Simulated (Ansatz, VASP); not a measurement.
ZnS: VASP beside Ansatz

INCAR

```
SYSTEM = ZnS
PREC = Accurate ; ENCUT = 520
EDIFF = 1E-6 ; ISMEAR = 0
SIGMA = 0.1 ; LREAL = .FALSE.
LASPH = .TRUE. ; NELM = 100
ALGO = Fast ; ISIF = 2
LWAVE = .FALSE. ; LCHARG = .FALSE.
GGA = PS ; NBANDS = 46
```

The input KPOINTS:

```
regular mesh
0
G
  6 6 6
  0 0 0
```

File POSCAR:

```
ZnS
1.0
    1.9040021743      1.0992761679     12.4576209551
   -1.9040021743      1.0992761679     12.4576209551
    0.0000000000     -2.1985523357     12.4576209551
Zn S
4 4
Direct
    0.5833499500      0.5833499500      0.5833499500
    0.9999479000      0.9999479000      0.9999479000
    0.4166097700      0.4166097700      0.4166097700
    0.1666842100      0.1666842100      0.1666842100
    0.3540826500      0.3540826500      0.3540826500
    0.1041633400      0.1041633400      0.1041633400
    0.5209004700      0.5209004700      0.5209004700
    0.9374947100      0.9374947100      0.9374947100
```

Input for Ansatz:

```yaml
crystal:
  lattice:
    - [1.9040021743, 1.0992761679, 12.4576209551]
    - [-1.9040021743, 1.0992761679, 12.4576209551]
    - [0.0, -2.1985523357, 12.4576209551]
  atoms:
    - { symbol: Zn, position: [0.58334995, 0.58334995, 0.58334995] }
    - { symbol: Zn, position: [0.9999479, 0.9999479, 0.9999479] }
    - { symbol: Zn, position: [0.41660977, 0.41660977, 0.41660977] }
    - { symbol: Zn, position: [0.16668421, 0.16668421, 0.16668421] }
    - { symbol: S, position: [0.35408265, 0.35408265, 0.35408265] }
    - { symbol: S, position: [0.10416334, 0.10416334, 0.10416334] }
    - { symbol: S, position: [0.52090047, 0.52090047, 0.52090047] }
    - { symbol: S, position: [0.93749471, 0.93749471, 0.93749471] }
basis:
  ecutwfc: 420
kpoints:
  mp_grid: { grid: [6, 6, 6] }
hamiltonian:
  xc: pbesol
scf:
  occupations: { method: gaussian, width: 0.1 }
output:
  forces: true
  stress: true
  eigenvalues: true
```

Measurements of this composition are mostly on another form, of space group No. 216.

Alike in both runs: task single point; functional PBEsol; k mesh 6 × 6 × 6; occupations gaussian, width 0.1 eV; no spin polarisation.

|  | VASP | Ansatz |
| --- | --- | --- |
| version | VASP 6.6.1 | Ansatz 0.2.0 |
| potentials or method | VASP PAW PBE potentials, release 64 (Zn, S) | scalar-relativistic, plane waves, PAW |
| plane-wave cutoff (eV) | 520 | 420 |
| valence electrons in the cell | 72 | 72 |

|  | VASP | Ansatz | Ansatz less VASP |
| --- | --- | --- | --- |
| gap on the k mesh at the Fermi level (eV) | 2.05 | 2.04 | -0.006 |
| least direct gap on the mesh (eV) | 2.05 | 2.04 | -0.006 |
| pressure (GPa) | -1.0 | -1.3 | -0.28 |
| rms of the force components (eV/Å) | 0.004 | 0.004 | -0.0002 |

Atom by atom the forces differ by 0.000 eV/Å (rms over components).

Caveats: the PAW data sets were made with another functional, which shifts forces and pressure a little (VASP). A k mesh can miss the band edges.
